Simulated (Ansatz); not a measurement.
# Si2Mo (I4/mmm) in Ansatz: equation of state

Aim: energy against volume of Si2Mo in PBE, for its equilibrium volume and stiffness.

Everything below comes from runs of Ansatz 0.2.0. Logs are shortened: lines on timing, memory, paths and dates and some standing lists are left out, and cuts for length are marked.

### Step 1. Starting point

The structure is tetragonal, space group I4/mmm (No. 139). The conventional cell has a = 3.200 Å, b = 3.200 Å, c = 7.861 Å, α = 90.00°, β = 90.00°, γ = 90.00°. Mo (site symmetry 4/mmm) has 10 Si at 2.62 Å as nearest neighbours. Around Si (site symmetry 4mm) lie 5 Si at 2.61 to 2.63 Å and 5 Mo at 2.62 Å.

### Step 2. Single point, PBE, 12.61 Å³/atom (volume scaled by 0.94)

input.yaml reads:

```yaml
crystal:
  lattice:
    - [-1.5673377739, 1.5673377739, 3.8502632003]
    - [1.5673377739, -1.5673377739, 3.8502632003]
    - [1.5673377739, 1.5673377739, -3.8502632003]
  atoms:
    - { symbol: Mo, position: [0.0, 0.0, 0.0] }
    - { symbol: Si, position: [0.667, 0.667, 0.0] }
    - { symbol: Si, position: [0.333, 0.333, 0.0] }
hamiltonian:
  xc: pbe
  pseudopotentials: { kind: paw }
kpoints:
  mp_grid: { grid: [12, 12, 12] }
scf:
  occupations: { method: fermi_dirac, width: 0.05 }
output:
  forces: true
  stress: true
  eigenvalues: true
  write_density: true
  write_potential: true
  elf: true
  volumetric_format: npy
```

Potentials or basis: Ansatz PAW.

Started as:

```sh
$ ansatz run input.yaml --threads 2 --pin off --max-ram 5120MiB --backend cpu --events-out ev --progress --plain --runs-dir out
```

What it wrote:

```text
Warning: RAYON_NUM_THREADS=2 ignored (pool sized by the plan → 2); use --threads N
Engine: ansatz 0.2.0, x86_64-unknown-linux-gnu
Pseudopotentials: kind: paw
Pseudopotential: Mo, paw, valence charge 14, recommended cutoff 420 eV (normal), Mo.paw.azcp
Pseudopotential: Si, paw, valence charge 4, recommended cutoff 420 eV (normal), Si.paw.azcp
Functional definition: PBE
  parameter kappa = 0.804
  parameter beta = 0.06672455060314922
  exchange = pbe_x(kappa = kappa, mu = beta*pi^2/3)
  correlation = pbe_c(beta = beta)
Crystal: 3 atoms, lattice volume = 37.833 Å³
Basis set: ecut = 420 eV, 761 PW (Γ), exchange–correlation on 60×60×60 points (8 copies of the dense FFT grid, shifted against one another)
Bands: 15, of which v1, the nominal top of the filled ones, is band 11 counted from 1 (10 counted from 0)
Symmetry: 16 space group operations
Space group: I4/mmm (ITA 139), of the structure as read, at distance tolerance 3.4e-5 Å
k-points: 163 of 1728
Non-local potential: Mo, projectors of the file, l = 0: 3, l = 1: 2, l = 2: 2, l = 3: 1
Non-local potential: Si, projectors of the file, l = 0: 2, l = 1: 2, l = 2: 2
PAW form: soft (Blöchl's): semilocal exchange-correlation on the pseudo side does not see the compensation charge
PAW one-centre angular grid: Mo, 590 points (default); XC on 64 Gauss nodes
PAW one-centre angular grid: Si, 110 points (default); XC on 64 Gauss nodes
Initial density: superposition of atomic densities (neutral atoms: chi_scale 0, normalization atom), corrected by the library's trained network
Initial wavefunctions: pseudopotential atomic-orbital guess
Functional: x = pbe(κ = 0.804, μ = 0.2195149727645171), c = pbe(β = 0.06672455060314922)
SCF iter   1: F=—  HF=-6228.976243 eV  |F-HF|=—  |Δ(HF+E_count)|=         —  Δρ=5.09e-3  dr2=9.83e-3  ethr=1.77e-3  ⟨swp⟩=5.4  Hψ=14093  notcnv=0
preconditioner: auto → none  [insulator: Δε(μ)=0.129 eV  Ē_g=8.143 eV  σ=0.050 eV  W_gap=0.57  n_scr=10 (ndim 8)  ℏωp=22.6 eV  f_vac=0.000  D(μ)=0.23/eV (n_scr^D=0)  ε∞_Penn≈8.7]
SCF iter   2: F=—  HF=-6228.973644 eV  |F-HF|=—  |Δ(HF+E_count)|=   2.60e-3  Δρ=1.96e-3  dr2=5.00e-4  ethr=4.47e-5  ⟨swp⟩=2.2  Hψ=5205  notcnv=0
SCF iter   3: F=—  HF=-6228.973697 eV  |F-HF|=—  |Δ(HF+E_count)|=   5.36e-5  Δρ=7.87e-4  dr2=6.58e-5  ethr=2.27e-6  ⟨swp⟩=1.3  Hψ=2713  notcnv=0
SCF iter   4: F=—  HF=-6228.973734 eV  |F-HF|=—  |Δ(HF+E_count)|=   3.71e-5  Δρ=9.49e-5  dr2=8.42e-7  ethr=2.99e-7  ⟨swp⟩=1.9  Hψ=3565  notcnv=0
iter 5 did not close the SCF: its close was put off for the readings that it lacked (scf_convergence_deferred on its scf_iter line)
SCF iter   5: F=-6228.973735 eV  HF=-6228.973735 eV  |F-HF|=1.80e-9  |Δ(HF+E_count)|=   6.30e-7  Δρ=6.14e-6  dr2=7.68e-9  ethr=3.83e-9  ⟨swp⟩=2.0  Hψ=4178  notcnv=0
SCF iter   6: F=-6228.973735 eV  HF=-6228.973735 eV  |F-HF|=2.73e-11  |Δ(HF+E_count)|=   1.57e-9  Δρ=1.55e-6  dr2=3.60e-10  ethr=3.49e-11  ⟨swp⟩=4.8  Hψ=12701  notcnv=0
SCF 1 converged in 6 iterations: F = -6228.973735 eV  dr2 = 3.60e-10
SCF converged after 6 iterations
Free energy (F): -6228.973735 eV
Harris-Foulkes:  -6228.973735 eV  (|F-HF|=2.73e-11)
Internal energy: -6228.971642 eV  (E = F + TS)
E sigma→0 (E₀):  -6228.972689 eV
Entropy (-TS):   -0.002092 eV (-0.697 meV/atom)
Fermi energy:    17.174958 eV
--- Per-component energies (eV) ---
  E_band       = -23.178093
  E_kinetic    = 537.419161
  E_local      = -1104.941795  (includes V_loc(G=0)·N_el)
  E_nonlocal   = 193.747642
  E_hartree    = 416.016604
  E_xc         = -300.767100
  E_vxc        = -331.867227  (∫ρ·V_xc dr)
  E_paw        = -4227.340516  (= ΣΔE_a)
  E_vpaw       = -149.569687  (= ΣTr[D̂ρ^β])
  E_aug_tail   = 0.000049  (compensation charges beyond the density's cutoff)
  E_ewald      = -1743.105689
  E_smearing   = -0.002092  (= −TS)
  E_closure    = 0.000000  (closes the sum)
  Σ components = -6228.973735   (vs F -6228.973735, Δ=0.00e0)
--- Forces (eV/Å), atoms counted from 1 ---
  atom   1  Mo    -0.00000000     0.00000000     0.00000000
  atom   2  Si     0.00000000     0.00000000    -0.17665668
  atom   3  Si     0.00000000    -0.00000000     0.17665668
  max |Σ_I F_I| component: 2.08e-17 eV/Å
--- Stress (GPa, compression-positive) ---
       17.397278       0.000000       0.000000
        0.000000      17.397278       0.000000
       -0.000000       0.000000      18.233315
  P = ⅓ Tr σ = 17.6760 GPa (176.760 kbar)
--- Band table (eV; the first three rows and the last of 163) ---
  k-point 0: bands = ["-43.4863", "-17.6965", "-17.5589", "-17.5589", "3.2235", "10.4345", "13.7957", "13.8507", "14.3357", "14.3357", "17.6106", "20.0526", "20.6574", "20.9984", "20.9984"]
  k-point 1: bands = ["-43.4830", "-17.6921", "-17.5806", "-17.5773", "3.4502", "10.6391", "13.0127", "13.7586", "13.9297", "15.1654", "16.7938", "20.0723", "20.5696", "20.7910", "21.1056"]
  k-point 2: bands = ["-43.4741", "-17.6803", "-17.6373", "-17.6272", "4.1061", "11.1383", "12.2641", "12.6224", "14.1758", "15.2460", "15.7336", "19.7845", "20.8010", "21.0177", "21.2792"]
  k-point 162: bands = ["-43.4855", "-17.7303", "-17.5611", "-17.5611", "5.1746", "6.8158", "13.3178", "14.7038", "16.5304", "16.5304", "16.6572", "16.6572", "17.7645", "22.0589", "23.0931"]
```

Wall time 2 s (2 threads of Intel Xeon 6975P-C (Granite Rapids), shared host); peak memory 0.41 GiB.

What came out:

```yaml
Free_energy: -6228.9737 eV
Pressure: 17.7 GPa
Largest_force: 0.177 eV/Å
Band_gap_on_the_k_mesh: none (metal or under the smearing width)
```

### Step 3. Single point, PBE, 12.88 Å³/atom (volume scaled by 0.96)

input.yaml, as its differences from that of step 2:

```diff
@@ -2,5 +2,5 @@
   lattice:
-    - [-1.5673377739, 1.5673377739, 3.8502632003]
-    - [1.5673377739, -1.5673377739, 3.8502632003]
-    - [1.5673377739, 1.5673377739, -3.8502632003]
+    - [-1.5783757276, 1.5783757276, 3.8773786233]
+    - [1.5783757276, -1.5783757276, 3.8773786233]
+    - [1.5783757276, 1.5783757276, -3.8773786233]
   atoms:
```

Potentials or basis: Ansatz PAW.

Started as:

```sh
$ ansatz run input.yaml --threads 2 --pin off --max-ram 5120MiB --backend cpu --events-out ev --progress --plain --runs-dir out
```

Wall time 2 s (2 threads of Intel Xeon 6975P-C (Granite Rapids), shared host); peak memory 0.42 GiB.

The run converged. Its results:

| Property | Result |
| --- | --- |
| Free energy | -6229.0480 eV |
| Pressure | 12.0 GPa |
| Largest force | 0.213 eV/Å |
| Band gap on the k mesh | none (metal or under the smearing width) |

### Step 4. Single point, PBE, 13.15 Å³/atom (volume scaled by 0.98)

input.yaml reads:

```yaml
crystal:
  lattice:
    - [-1.5892614214, 1.5892614214, 3.9041200105]
    - [1.5892614214, -1.5892614214, 3.9041200105]
    - [1.5892614214, 1.5892614214, -3.9041200105]
  atoms:
    - { symbol: Mo, position: [0.0, 0.0, 0.0] }
    - { symbol: Si, position: [0.667, 0.667, 0.0] }
    - { symbol: Si, position: [0.333, 0.333, 0.0] }
hamiltonian:
  xc: pbe
  pseudopotentials: { kind: paw }
kpoints:
  mp_grid: { grid: [12, 12, 12] }
scf:
  occupations: { method: fermi_dirac, width: 0.05 }
output:
  forces: true
  stress: true
  eigenvalues: true
```

Started as:

```sh
$ ansatz run input.yaml --threads 2 --pin off --max-ram 5120MiB --backend cpu --events-out ev --progress --plain --runs-dir out
```

Wall time 1.4 s (2 threads of Intel Xeon 6975P-C (Granite Rapids), shared host); peak memory 0.4 GiB.

It converged, with:

| Quantity | Value |
| --- | --- |
| Free energy | -6229.0950 eV |
| Pressure | 6.8 GPa |
| Largest force | 0.247 eV/Å |
| Band gap on the k mesh | none (metal or under the smearing width) |

### Step 5. Single point, PBE, 13.42 Å³/atom

input.yaml, as its differences from that of step 4:

```diff
@@ -2,5 +2,5 @@
   lattice:
-    - [-1.5892614214, 1.5892614214, 3.9041200105]
-    - [1.5892614214, -1.5892614214, 3.9041200105]
-    - [1.5892614214, 1.5892614214, -3.9041200105]
+    - [-1.6, 1.6, 3.9305]
+    - [1.6, -1.6, 3.9305]
+    - [1.6, 1.6, -3.9305]
   atoms:
```

Started as:

```sh
$ ansatz run input.yaml --threads 2 --pin off --max-ram 5120MiB --backend cpu --events-out ev --progress --plain --runs-dir out
```

Wall time 1.4 s (2 threads of Intel Xeon 6975P-C (Granite Rapids), shared host); peak memory 0.4 GiB.

Results (log left out):

| Item | Value |
| --- | --- |
| Free energy | -6229.1176 eV |
| Pressure | 2.2 GPa |
| Largest force | 0.279 eV/Å |
| Band gap on the k mesh | none (metal or under the smearing width) |

### Step 6. Single point, PBE, 13.68 Å³/atom (volume scaled by 1.02)

input.yaml, as its differences from that of step 5:

```diff
@@ -2,5 +2,5 @@
   lattice:
-    - [-1.6, 1.6, 3.9305]
-    - [1.6, -1.6, 3.9305]
-    - [1.6, 1.6, -3.9305]
+    - [-1.6105963353, 1.6105963353, 3.9565305599]
+    - [1.6105963353, -1.6105963353, 3.9565305599]
+    - [1.6105963353, 1.6105963353, -3.9565305599]
   atoms:
```

Potentials or basis: Ansatz PAW.

Started as:

```sh
$ ansatz run input.yaml --threads 2 --pin off --max-ram 5120MiB --backend cpu --events-out ev --progress --plain --runs-dir out
```

Wall time 1.5 s (2 threads of Intel Xeon 6975P-C (Granite Rapids), shared host); peak memory 0.4 GiB.

Results (log left out):

```
Free energy            : -6229.1183 eV
Pressure               : -1.9 GPa
Largest force          : 0.309 eV/Å
Band gap on the k mesh : none (metal or under the smearing width)
```

### Step 7. Single point, PBE, 13.95 Å³/atom (volume scaled by 1.04)

input.yaml, as its differences from that of step 6:

```diff
@@ -2,5 +2,5 @@
   lattice:
-    - [-1.6105963353, 1.6105963353, 3.9565305599]
-    - [1.6105963353, -1.6105963353, 3.9565305599]
-    - [1.6105963353, 1.6105963353, -3.9565305599]
+    - [-1.6210550461, 1.6210550461, 3.9822230367]
+    - [1.6210550461, -1.6210550461, 3.9822230367]
+    - [1.6210550461, 1.6210550461, -3.9822230367]
   atoms:
```

Started as:

```sh
$ ansatz run input.yaml --threads 2 --pin off --max-ram 5120MiB --backend cpu --events-out ev --progress --plain --runs-dir out
```

Run time: 1.5 s. Hardware: 2 threads of Intel Xeon 6975P-C (Granite Rapids), shared host; peak memory 0.4 GiB.

The run converged. Its results:

* Free energy: -6229.0992 eV
* Pressure: -5.6 GPa
* Largest force: 0.338 eV/Å
* Band gap on the k mesh: none (metal or under the smearing width)

### Step 8. Single point, PBE, 14.22 Å³/atom (volume scaled by 1.06)

input.yaml, as its differences from that of step 7:

```diff
@@ -2,5 +2,5 @@
   lattice:
-    - [-1.6210550461, 1.6210550461, 3.9822230367]
-    - [1.6210550461, -1.6210550461, 3.9822230367]
-    - [1.6210550461, 1.6210550461, -3.9822230367]
+    - [-1.6313805159, 1.6313805159, 4.0075881985]
+    - [1.6313805159, -1.6313805159, 4.0075881985]
+    - [1.6313805159, 1.6313805159, -4.0075881985]
   atoms:
```

Started as:

```sh
$ ansatz run input.yaml --threads 2 --pin off --max-ram 5120MiB --backend cpu --events-out ev --progress --plain --runs-dir out
```

It took 1.5 s on 2 threads of Intel Xeon 6975P-C (Granite Rapids), shared host; peak memory 0.41 GiB.

The run converged. Its results:

```yaml
Free_energy: -6229.0626 eV
Pressure: -8.9 GPa
Largest_force: 0.364 eV/Å
Band_gap_on_the_k_mesh: none (metal or under the smearing width)
```

### Step 9. Equation of state, PBE

Potentials or basis: Ansatz PAW.

This step only gathers the single runs of the series.

What came out:

```yaml
Equilibrium_volume: 13.56 Å³/atom
Bulk_modulus_at_fixed_shape_and_positions: 208 GPa
Pressure_derivative_of_the_bulk_modulus: 4.4
```

Energy against volume, from the lowest point:
```
volume (Å³/atom)  energy (meV/atom)
          12.611              48.17
          12.879              23.43
          13.148               7.76
          13.416               0.23
          13.684               0.00
          13.953               6.34
          14.221              18.56
```

Caveat: the cell was scaled at fixed shape and fractional positions, which overstates the stiffness of a crystal with free parameters, most of all of layers and chains.
